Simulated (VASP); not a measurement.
# Mo (Im-3m) in VASP: single point with HSE06

Aim: the single point of Mo with HSE06.

All numbers are computed with VASP 6.6.1; they aren't measurements. Logs are shortened: lines on timing, memory, paths and dates and some standing lists are left out, and cuts for length are marked.

### 1 The structure

It takes space group Im-3m (No. 229, cubic). The conventional cell has a = 3.131 Å, b = 3.131 Å, c = 3.131 Å, α = 90.00°, β = 90.00°, γ = 90.00°. Around Mo (site symmetry m-3m) lie 8 Mo at 2.71 Å.

### 2 Single point, HSE06

Input file POSCAR:

```
Mo
1.0
   -1.5656100000      1.5656100000      1.5656100000
    1.5656100000     -1.5656100000      1.5656100000
    1.5656100000      1.5656100000     -1.5656100000
Mo
1
Direct
    1.0000000000      0.0000000000      1.0000000000
```

Input file INCAR.step1:

```
ALGO     = Normal         # electronic algorithm
EDIFF    = 1E-5           # SCF threshold, eV
ENCUT    = 520            # plane-wave cutoff, eV
GGA      = PE             # functional
ISIF     = 2              # what is computed and relaxed
ISMEAR   = 0              # smearing method
LASPH    = True           # aspherical terms in the spheres
LCHARG   = False          # write CHGCAR
LREAL    = False          # projectors in reciprocal space
LWAVE    = True           # write WAVECAR
NBANDS   = 13             # bands
NELM     = 100            # most SCF steps
PREC     = Accurate       # precision mode
SIGMA    = 0.1            # smearing width, eV
```

Input file INCAR.step2:

```
ALGO     = Normal         # electronic algorithm
EDIFF    = 1E-6           # SCF threshold, eV
ENCUT    = 520            # plane-wave cutoff, eV
GGA      = PE             # functional
HFSCREEN = 0.2            # screening, 1/A
ISIF     = 2              # what is computed and relaxed
ISMEAR   = 0              # smearing method
ISTART   = 1            
LASPH    = True           # aspherical terms in the spheres
LCHARG   = False          # write CHGCAR
LHFCALC  = True           # exact exchange
LREAL    = False          # projectors in reciprocal space
LWAVE    = False          # write WAVECAR
NBANDS   = 13             # bands
NELM     = 100            # most SCF steps
PREC     = Accurate       # precision mode
PRECFOCK = Fast         
SIGMA    = 0.1            # smearing width, eV
```

Input file KPOINTS:

```
k-points
0
Gamma
  8 8 8
```

Potentials or basis: VASP PAW PBE potentials, release 64 (Mo_sv).

On the command line:

```sh
$ cat potpaw_PBE.64/Mo_sv/POTCAR > POTCAR
$ cp INCAR.step1 INCAR
$ mpirun -np 1 vasp_std > vasp.out
$ cp INCAR.step2 INCAR
$ mpirun -np 1 vasp_std > vasp.out
```

OUTCAR:

```text
EDIFF = 1E-6
   ENCUT = 520
   GGA = PE
   HFSCREEN = 0.2
   ISIF = 2
   ISMEAR = 0
   ISTART = 1
   LASPH = True
   LHFCALC = True
   LREAL = False
   NELM = 100
   PREC = Accurate
   PRECFOCK = Fast

 ion  position               nearest neighbor table
   1  0.000  0.000  0.000-

  LATTYP: Found a body centered cubic cell.
 ALAT       =     3.1312200000

  Lattice vectors:

 A1 = (  -1.5656100000,   1.5656100000,   1.5656100000)
 A2 = (   1.5656100000,  -1.5656100000,   1.5656100000)
 A3 = (   1.5656100000,   1.5656100000,  -1.5656100000)

Analysis of symmetry for initial positions (statically):
=====================================================================
 Subroutine PRICEL returns:
 Original cell was already a primitive cell.

 Routine SETGRP: Setting up the symmetry group for a
 body centered cubic supercell.

 Subroutine GETGRP returns: Found 48 space group operations
 (whereof 48 operations were pure point group operations)
 out of a pool of 48 trial point group operations.

The static configuration has the point symmetry O_h .

Analysis of symmetry for dynamics (positions and initial velocities):
=====================================================================
 Subroutine PRICEL returns:
 Original cell was already a primitive cell.

 Routine SETGRP: Setting up the symmetry group for a
 body centered cubic supercell.

 Subroutine GETGRP returns: Found 48 space group operations
 (whereof 48 operations were pure point group operations)
 out of a pool of 48 trial point group operations.

The dynamic configuration has the point symmetry O_h .

 Subroutine INISYM returns: Found 48 space group operations
 (whereof 48 operations are pure point group operations),
 and found     1 'primitive' translations

----------------------------------------------------------------------------------------

                                     Primitive cell

  volume of cell :      15.3501

  direct lattice vectors                    reciprocal lattice vectors
    -1.565610000  1.565610000  1.565610000     0.000000000  0.319364337  0.319364337
     1.565610000 -1.565610000  1.565610000     0.319364337  0.000000000  0.319364337
     1.565610000  1.565610000 -1.565610000     0.319364337  0.319364337  0.000000000

  length of vectors
     2.711716065  2.711716065  2.711716065     0.451649377  0.451649377  0.451649377

  position of ions in fractional coordinates (direct lattice)
     0.000000000  0.000000000  0.000000000

  ion indices of the primitive-cell ions
   primitive index   ion index
                 1           1

----------------------------------------------------------------------------------------

 KPOINTS: k-points

Automatic generation of k-mesh.
 Grid dimensions read from file:
 generate k-points for:    8    8    8

 Generating k-lattice:

  Cartesian coordinates                     Fractional coordinates (reciprocal lattice)
     0.000000000  0.039920542  0.039920542     0.125000000  0.000000000  0.000000000
     0.039920542  0.000000000  0.039920542     0.000000000  0.125000000  0.000000000
     0.039920542  0.039920542  0.000000000     0.000000000  0.000000000  0.125000000

  Length of vectors
     0.056456172  0.056456172  0.056456172

  Shift w.r.t. Gamma in fractional coordinates (k-lattice)
     0.000000000  0.000000000  0.000000000

 Subroutine IBZKPT returns following result:
 ===========================================

 Found     29 irreducible k-points:

 Following reciprocal coordinates:
            Coordinates               Weight
  0.000000  0.000000  0.000000      1.000000
  0.125000  0.000000  0.000000     12.000000
  0.250000  0.000000  0.000000     12.000000
  0.375000  0.000000  0.000000     12.000000
  0.500000  0.000000  0.000000      6.000000
  0.125000  0.125000  0.000000     24.000000
[... 16 lines left out ...]
 -0.250000  0.250000  0.250000      6.000000
 -0.375000  0.375000  0.250000     24.000000
 [... further k-points ...]
   k-points           NKPTS =     29   k-points in BZ     NKDIM =    512   number of bands    NBANDS=     13
   number of dos      NEDOS =    301   number of ions     NIONS =      1
   total plane-waves  NPLWV =   8000
   dimension x,y,z NGX =    20 NGY =   20 NGZ =   20
   dimension x,y,z NGXF=    40 NGYF=   40 NGZF=   40
   ions per type =               1
   NGX,Y,Z   is equivalent  to a cutoff of  12.26, 12.26, 12.26 a.u.
   NGXF,Y,Z  is equivalent  to a cutoff of  24.52, 24.52, 24.52 a.u.
 SYSTEM =  unknown system
   PREC   = accura    normal or accurate (medium, high low for compatibility)
   ISTART =      1    job   : 0-new  1-cont  2-samecut
   ICHARG =      0    charge: 1-file 2-atom 10-const
   ISPIN  =      1    spin polarized calculation?
   LNONCOLLINEAR =      F non collinear calculations
   LSORBIT =      F    spin-orbit coupling
   LASPH  =      T    aspherical Exc in radial PAW
   ENCUT  =  520.0 eV  38.22 Ry    6.18 a.u.   5.04  5.04  5.04*2*pi/ulx,y,z
   NELM   =    100;   NELMIN=  2; NELMDL=  0     # of ELM steps
   EDIFF  = 0.1E-05   stopping-criterion for ELM
   LREAL  =      F    real-space projection
   EDIFFG = 0.1E-04   stopping-criterion for IOM
   NSW    =      0    number of steps for IOM
   IBRION =     -1    ionic relax: 0-MD 1-quasi-New 2-CG
   NFREE  =      0    steps in history (QN), initial steepest desc. (CG)
   ISIF   =      2    stress and relaxation
   ISYM   =      3    0-nonsym 1-usesym 2-fastsym
   POTIM  = 0.5000    time-step for ionic-motion
   TEBEG  =    0.0;   TEEND  =   0.0 temperature during run
   PSTRESS=    0.0 pullay stress
   NELECT =      14.0000    total number of electrons
   NUPDOWN=      -1.0000    fix difference up-down
   EMIN   =  10.00;   EMAX   =-10.00  energy-range for DOS
   EFERMI =   0.00;   METHOD = LEGACY
   ISMEAR =     0;   SIGMA  =   0.10  broadening in eV -4-tet -1-fermi 0-gaus
   EFERMI_NEDOS =   21; number of points for ismear=-14 and -15
   IALGO  =     38    algorithm
   IMIX   =      1    mixing-type and parameters
     AMIX     =   0.40;   BMIX     =  1.00
     AMIX_MAG =   1.60;   BMIX_MAG =  1.00
  volume/ion in A,a.u.               =      15.35       103.59
  Fermi-wavevector in a.u.,A,eV,Ry     =   1.587623  3.000172 34.294102  2.520545
  Thomas-Fermi vector in A             =   2.686752
   LORBIT       =      0    0 simple, 1 ext, 2 COOP (PROOUT), +10 PAW based schemes
   GGA     = PE    functional components
   LHFCALC =     T    Hartree Fock is set to
   PRECFOCK=fast      Normal, Fast or Accurate (Low or Medium for compatibility)
   ENCUT4O =  -1.0   cutoff for four orbital integrals eV
   NKREDX  =     1    reduce k-point grid by
   NKREDY  =     1    reduce k-point grid by
   NKREDZ  =     1    reduce k-point grid by
   AEXX    =    0.2500 exact exchange contribution
   HFSCREEN=    0.2000 screening length (either q_TF or 0.3 A-1)
   HFSCREENC=   0.2000 screening length for correlation (either q_TF or 0.3 A-1)
   ENCUTFOCK=  -1.0 apply spherical cutoff to Coloumb kernel
   IVDW    =     0    specifies the selected vdW correction
   LEPSILON=     F    determine dielectric tensor
   LRPA    =     F    only Hartree local field effects (RPA)
 non-spin polarized calculation
 Gauss-broadening in eV      SIGMA  =   0.10
  energy-cutoff  :      520.00
  volume of cell :       15.35
 maximum number of plane-waves:       427
  NGX = 14; NGY = 14; NGZ = 14

 number of electron      13.9999998 magnetization

 Free energy of the ion-electron system (eV)
  ---------------------------------------------------
  ext. energy  EPLUGINS =         0.00000000
  ---------------------------------------------------
  free energy    TOTEN  =       -12.91330792 eV

  energy without entropy =      -12.91285065  energy(sigma->0) =      -12.91307928

 E-fermi :  12.6770     XC(G=0): -10.9893

 val. band max:       12.5424599549   @ k =   0.3750   0.0000   0.0000
 cond. band min:      12.8317997898   @ k =  -0.2500   0.2500   0.1250
 fundamental gap:      0.2893398349
 Fermi energy:        12.6769747799

 k-point     1 :       0.0000    0.0000    0.0000
  band No.  band energies     occupation
      1     -52.7808      2.00000
      2     -24.4559      2.00000
      3     -24.4559      2.00000
      4     -24.4559      2.00000
      5       4.2850      2.00000
      6      11.0439      2.00000
      7      11.0440      2.00000
      8      11.0440      2.00000
      9      15.2632      0.00000
     10      15.2632      0.00000
     11      28.5488      0.00000
     12      28.5488      0.00000
     13      28.5488      0.00000

 k-point     2 :       0.1250    0.0000    0.0000
  band No.  band energies     occupation
      1     -52.7349      2.00000
      2     -24.7205      2.00000
      3     -24.5358      2.00000
      4     -24.4552      2.00000
      5       5.0393      2.00000
      6      10.6025      2.00000
      7      10.9527      2.00000
      8      11.8505      2.00000
      9      14.6998      0.00000
     10      15.2512      0.00000
     11      29.0323      0.00000
     12      29.7847      0.00000
     13      29.8846      0.00000

 k-point     3 :       0.2500    0.0000    0.0000
  band No.  band energies     occupation
      1     -52.6226      2.00000
      2     -25.3320      2.00000
      3     -24.7228      2.00000
      4     -24.4540      2.00000
      5       6.5252      2.00000
      6       9.6712      2.00000
      7      10.8315      2.00000
      8      14.0116      0.00000
      9      14.5108      0.00000
     10      15.3550      0.00000
     11      28.6596      0.00000
     12      30.3411      0.00000
     13      33.0311      0.00000

 k-point     4 :       0.3750    0.0000    0.0000
  band No.  band energies     occupation
      1     -52.5082      2.00000
      2     -25.9106      2.00000
      3     -24.9024      2.00000
      4     -24.4534      2.00000
      5       6.6986      2.00000
      6       8.8752      2.00000
      7      12.5425      1.94287
      8      15.0550      0.00000
      9      15.6692      0.00000
     10      16.7595      0.00000
     11      26.5943      0.00000
     12      27.5152      0.00000
     13      33.8543      0.00000

 k-point     5 :       0.5000    0.0000    0.0000
  band No.  band energies     occupation
      1     -52.4601      2.00000
      2     -26.1420      2.00000
      3     -24.9751      2.00000
      4     -24.4534      2.00000
      5       6.4409      2.00000
      6       8.5751      2.00000
      7      14.2258      0.00000
      8      15.1951      0.00000
      9      15.8809      0.00000
     10      18.2986      0.00000
     11      25.5861      0.00000
     12      25.7629      0.00000
     13      31.4950      0.00000
[... 257 lines left out ...]
 k-point    22 :       0.2500    0.2500    0.2500
  band No.  band energies     occupation
      1     -52.4343      2.00000
      2     -25.3059      2.00000
      3     -25.3059      2.00000
      4     -25.3059      2.00000
      5       9.4498      2.00000
      6       9.4498      2.00000
      7       9.4498      2.00000
      8      16.0703      0.00000
      9      16.0703      0.00000
     10      23.4364      0.00000
     11      25.5000      0.00000
     12      25.5000      0.00000
     13      25.5000      0.00000

 k-point    23 :      -0.2500    0.2500    0.2500
  band No.  band energies     occupation
      1     -52.4874      2.00000
      2     -25.3569      2.00000
      3     -25.0118      2.00000
      4     -25.0118      2.00000
      5       8.2885      2.00000
      6       9.8611      2.00000
      7      11.9829      2.00000
      8      11.9829      2.00000
      9      13.7504      0.00000
     10      17.0765      0.00000
     11      29.1711      0.00000
     12      32.6729      0.00000
     13      32.9749      0.00000

 k-point    24 :      -0.3750    0.3750    0.2500
  band No.  band energies     occupation
      1     -52.3901      2.00000
      2     -25.6943      2.00000
      3     -25.2070      2.00000
      4     -25.0572      2.00000
      5       8.1841      2.00000
      6       8.8434      2.00000
      7      11.9427      2.00000
      8      13.0656      0.00000
      9      16.1357      0.00000
     10      18.5914      0.00000
     11      27.9149      0.00000
     12      30.0390      0.00000
     13      31.1187      0.00000

 [... further k-points ...]
[... 5 lines left out ...]
  --------------------------------------------------------------------------------------
  -------------------------------------------------------------------------------------
  Total        0.3564841      0.3564841      0.3564841      0.0000000      0.0000000     -0.0000000
  in kB       37.2083139     37.2083139     37.2083139      0.0000000      0.0000000     -0.0000000
  external PRESSURE =      37.2083139 kB  Pullay stress =       0.0000000 kB

 VOLUME and BASIS-vectors are now :
 -----------------------------------------------------------------------------
  energy-cutoff  :      520.00
  volume of cell :       15.35
      direct lattice vectors                 reciprocal lattice vectors
    -1.565610000  1.565610000  1.565610000     0.000000000  0.319364337  0.319364337
     1.565610000 -1.565610000  1.565610000     0.319364337  0.000000000  0.319364337
     1.565610000  1.565610000 -1.565610000     0.319364337  0.319364337  0.000000000

 POSITION                                       TOTAL-FORCE (eV/Angst)
 -----------------------------------------------------------------------------------
      0.00000      0.00000      0.00000        -0.000000      0.000000      0.000000
 -----------------------------------------------------------------------------------
    total drift:                                0.000000      0.000000      0.000000

  FREE ENERGIE OF THE ION-ELECTRON SYSTEM (eV)
  ---------------------------------------------------
  free  energy   TOTEN  =       -12.9133079223 eV

  energy  without entropy=      -12.9128506471  energy(sigma->0) =      -12.91307928
```

Wall time 13 min (1 thread of Intel Xeon 6975P-C (Granite Rapids), shared host); peak memory 0.24 GiB.

Results:

- Free energy: -12.9133 eV
- Pressure: 3.7 GPa
- Band gap on the k mesh: none (metal or under the smearing width)

Levels at points of the mesh, in eV from the Fermi level:
```tsv
k point	band 3	band 4	band 5	band 6	band 7	band 8	band 9	band 10	band 11	band 12
(0.00, 0.00, 0.00)	-37.13	-37.13	-8.39	-1.63	-1.63	-1.63	2.59	2.59	15.87	15.87
(0.50, 0.00, 0.00)	-37.65	-37.13	-6.24	-4.10	1.55	2.52	3.20	5.62	12.91	13.09
(0.50, 0.50, 0.50)	-38.26	-38.26	-6.23	-6.23	4.75	4.75	4.75	10.01	10.01	10.01
```

Caveat: the PAW data sets were made with another functional, which shifts forces and pressure a little.
